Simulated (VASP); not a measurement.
## TiC: band structure with HSE06

TiC:

```xyz
2
Lattice="3.0421 0.0000 0.0000 -1.5210 2.6345 0.0000 0.0000 0.0000 2.6980" Properties=species:S:1:pos:R:3 pbc="T T T"
Ti    0.0000    0.0000    1.3490
C     0.0000    1.7564    0.0000
```

The cell was built by a generator and needn't be a form met in nature.

```yaml
Program: VASP 6.6.1
Task: band structure
Functional: HSE06
Potentials_or_basis: VASP PAW PBE potentials, release 64 (Ti_sv, C)
Cutoff: 520 eV
k_mesh: 5 × 5 × 5
Occupations: fermi-dirac, width 0.05 eV
Spin: no spin polarisation
Grid_for_exact_exchange_PRECFOCK: Fast
Screening_parameter: 0.2 1/A
Further_INCAR_settings: ALGO = Normal; EDIFF = 1e-07; NBANDS = 15
```

| Property | Result |
| --- | --- |
| Pressure | -4.9 GPa |
| Band gap along the path | none (metal or under the smearing width) |

Stress tensor (GPa, compression positive):
```
 -1.85   0.00   0.00
  0.00  -1.85   0.00
  0.00   0.00 -10.95
```

Levels at the corners of the path, in eV from the Fermi level:
| point | band 5 | band 6 | band 7 | band 8 | band 9 | band 10 | band 11 | band 12 |
| --- | --- | --- | --- | --- | --- | --- | --- | --- |
| Γ | -13.82 | -1.93 | -1.93 | -1.00 | 2.80 | 4.13 | 4.13 | 6.83 |
| M | -11.14 | -5.82 | -0.60 | -0.34 | 0.03 | 3.74 | 4.46 | 4.74 |
| M | -11.14 | -5.82 | -0.60 | -0.34 | 0.03 | 3.74 | 4.46 | 4.74 |
| K | -10.79 | -4.39 | -3.93 | -0.32 | 2.63 | 2.94 | 3.07 | 4.41 |
| K | -10.79 | -4.39 | -3.93 | -0.32 | 2.63 | 2.94 | 3.07 | 4.41 |
| Γ | -13.82 | -1.93 | -1.93 | -1.00 | 2.80 | 4.13 | 4.13 | 6.83 |
| Γ | -13.82 | -1.93 | -1.93 | -1.00 | 2.80 | 4.13 | 4.13 | 6.83 |
| A | -10.33 | -6.55 | -0.75 | -0.75 | 1.84 | 1.84 | 5.56 | 5.56 |
| A | -10.33 | -6.55 | -0.75 | -0.75 | 1.84 | 1.84 | 5.56 | 5.56 |
| L | -10.21 | -4.74 | -3.24 | -2.79 | 2.09 | 4.32 | 5.41 | 6.54 |
| L | -10.21 | -4.74 | -3.24 | -2.79 | 2.09 | 4.32 | 5.41 | 6.54 |
| H | -9.98 | -5.30 | -4.47 | -0.90 | 1.86 | 5.07 | 5.72 | 6.51 |
| H | -9.98 | -5.30 | -4.47 | -0.90 | 1.86 | 5.07 | 5.72 | 6.51 |
| A | -10.33 | -6.55 | -0.75 | -0.75 | 1.84 | 1.84 | 5.56 | 5.56 |
| L | -10.21 | -4.74 | -3.24 | -2.79 | 2.09 | 4.32 | 5.41 | 6.54 |
| M | -11.14 | -5.82 | -0.60 | -0.34 | 0.03 | 3.74 | 4.46 | 4.74 |
| K | -10.79 | -4.39 | -3.93 | -0.32 | 2.63 | 2.94 | 3.07 | 4.41 |
| H | -9.98 | -5.30 | -4.47 | -0.90 | 1.86 | 5.07 | 5.72 | 6.51 |

Run time: 29 min on 1 thread of Intel(R) Xeon(R) Platinum 8488C (Sapphire Rapids), with other jobs on the host, peak memory 0.27 GiB.

Caveat: the k mesh is coarse (spacing up to 0.48 Å⁻¹), so the values aren't converged, least of all with exact exchange; the PAW data sets were made with another functional, which shifts forces and pressure a little.
